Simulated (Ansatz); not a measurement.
# CdF$_{2}$: a vibration from a frozen displacement

Method: DFT LDA, scalar-relativistic, plane waves, PAW in Ansatz 0.2.0. Cutoff 420 eV, Γ-centred 8×8×8 k-points, Gaussian smearing of 0.05 eV. No spin polarisation. Energies are free energies at this smearing, counted from the undisturbed cell; pressure is positive in compression.

Zero of the scan (as given, not relaxed at this level; it stands at -5.7 GPa):

```
Cd F
1.0
     0.00000    2.69400    2.69400
     2.69400    0.00000    2.69400
     2.69400    2.69400    0.00000
Cd F
1 2
Direct
  0.00000 0.00000 0.00000
  0.25000 0.25000 0.25000
  0.75000 0.75000 0.75000
```

Every Cd atom is moved by x along the Cartesian unit vector (0.577, 0.577, 0.577); the cell and all other atoms stay fixed. The cell's volume is 39.10 Å³; the moved atoms weigh 112.414 u together and the others 37.997 u. Some rows repeat others by symmetry and weren't run.

```csv
x (Å),ΔE (meV/cell),total force on the moved atoms along the move (eV/Å),pressure (GPa)
-0.3000,245.77,2.0208,-0.3679
-0.2625,178.03,1.6051,-1.7127
-0.2250,124.52,1.2595,-2.8311
-0.1875,82.86,0.9705,-3.7434
-0.1500,51.18,0.7259,-4.4669
-0.1125,27.99,0.5156,-5.0152
-0.0750,12.19,0.3305,-5.3990
-0.0375,3.01,0.1613,-5.6262
0.0000,0.00,0.0000,-5.7014
0.0375,3.01,-0.1613,-5.6262
0.0750,12.19,-0.3305,-5.3990
0.1125,27.99,-0.5156,-5.0152
0.1500,51.18,-0.7259,-4.4669
0.1875,82.86,-0.9705,-3.7434
0.2250,124.52,-1.2595,-2.8311
0.2625,178.03,-1.6051,-1.7127
0.3000,245.77,-2.0208,-0.3679
```

Problem. What frequency belongs to this motion?

Solution. The force constant is k = −dF/dx = 4.300 eV/Å², from the parabola through x = -0.0375, 0 and 0.0375. In every cell the moved atoms swing against the rest, so the mass is μ = m₁m₂/(m₁ + m₂) = 28.398 u, and ν̃ = 521.5 cm⁻¹ × √(|k|/μ) = 203 cm⁻¹, at this cell's pressure of -5.7 GPa. To first order in x, and within 1 %, the force on every atom lies along the move and, within each of the two groups, in proportion to the atom's mass, so this is itself a mode at the zone centre of this cell, taken without macroscopic field (the transverse frequency in a polar insulator).

Problem. How far does the harmonic law reach?

Solution. At x = -0.300 Å, kx²/2 = 193.50 meV against the computed 245.77 meV (+27.0 %): the well stiffens in this direction at large amplitude.

Problem. The pressure changes with x². What does that say about the frequency under compression?

Solution. With E = k(V)x²/2, k ∝ V^(−2γ) and x scaling with the cell as V^(1/3), P − P0 = −∂E/∂V = (2γ − 2/3) ΔE/V. At x = 0.0750 Å, V(P − P0) = 39.10 × 0.30240 / 160.2 eV = 73.81 meV and ΔE = 12.19 meV, so γ = 1/3 + V(P − P0)/(2ΔE) = 3.36. This is the Grüneisen parameter of the motion under uniform scaling of the cell: shrinking the cell evenly by 1 % in volume raises the frequency by about 3.36 %.